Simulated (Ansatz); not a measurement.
Computed with Ansatz 0.2.0, DFT PBE, scalar-relativistic, plane waves, PAW. Settings: cutoff 420 eV, Γ-centred meshes spaced at most about 0.3 Å⁻¹, and about 0.25 Å⁻¹ or finer for metals (2π included), Gaussian smearing. No spin polarisation in the final relaxations.

These are static total energies at zero pressure.

Compare these two cells of Ga, each relaxed at this level.

A.

```
Ga
1.0
     1.74176   -2.19808    0.00000
     1.74176    2.19808    0.00000
    -1.60412    0.00000    5.02531
Ga
2
Cartesian
  0.5387 -1.6305 3.7690
  1.3407 1.6305 1.2563
```

B.

```
Ga
1.0
     2.71602    0.00000    0.00000
     0.00000    2.71602    0.00000
     0.00000    0.00000    2.71602
Ga
1
Direct
  0.00000 0.00000 0.00000
```

**Question.** Which is lower in energy, and by how much?

**Answer.** A is lower, by 64 meV/atom. A has space group C2/c (No. 15), 19.2 Å³/atom and no gap on its mesh; B has the simple cubic type, space group Pm-3m (No. 221), 20.0 Å³/atom and no gap. Counting all near atoms (those within 1.25 times the shortest distance at each site; a plus sign parts nearer from farther groups), A has Ga 8+2 and B has Ga 6. The denser one is the lower, and pressure would at first widen the difference. Both come from invented guesses. The part of the Crystallography Open Database at hand lists Ga in space groups No. 15, 63, 64, 139, 166 and others; sharing a group (C2/c) doesn't make a cell the listed structure.

Cells relaxed within their symmetry can be saddle points. The C2/c cell of Ga came from shaking the Pm-3m one.
